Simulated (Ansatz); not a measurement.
**CaO: a prediction, then the measurements**

The calculation used DFT PBE, scalar-relativistic, plane waves, PAW (Ansatz).

Plane waves to 420 eV, a k mesh through Γ of 8×8×8 on the computed 2-atom cell and Gaussian smearing (0.02 eV); no spin polarisation.

Relaxed structure:

```
CELL_PARAMETERS angstrom
0.00000 2.41547 2.41547
2.41547 0.00000 2.41547
2.41547 2.41547 0.00000
ATOMIC_POSITIONS crystal
Ca 0.50000 0.50000 0.50000
O 0.00000 0.00000 0.00000
```

| Item | Value |
| --- | --- |
| Space group | Fm-3m (No. 225) |
| Volume per atom | 14.09 Å³ |
| Formation energy from the elements' standard states (uncorrected) | -2.947 eV/atom |
| Kohn–Sham band gap | 3.66 eV |
| Orbital (Löwdin) character of the top 1 eV of the valence band | O 2p 94 %, unprojected 5 % |
| Bader charge by site (e) | Ca (1 in the cell) 1.48, O (1 in the cell) -1.48 |

**Against measurements.**

Measured lattice constant a of CaO: 4.807 Å (a printed reference work (textbook)). This calculation gives 4.831 Å (+0.5 %). The calculation is for 0 K without zero-point motion.

The cell was reached from a generator's guess, though it ends in a space group that the Crystallography Open Database lists for this formula. Kohn–Sham gaps at this level usually fall short of measured ones.
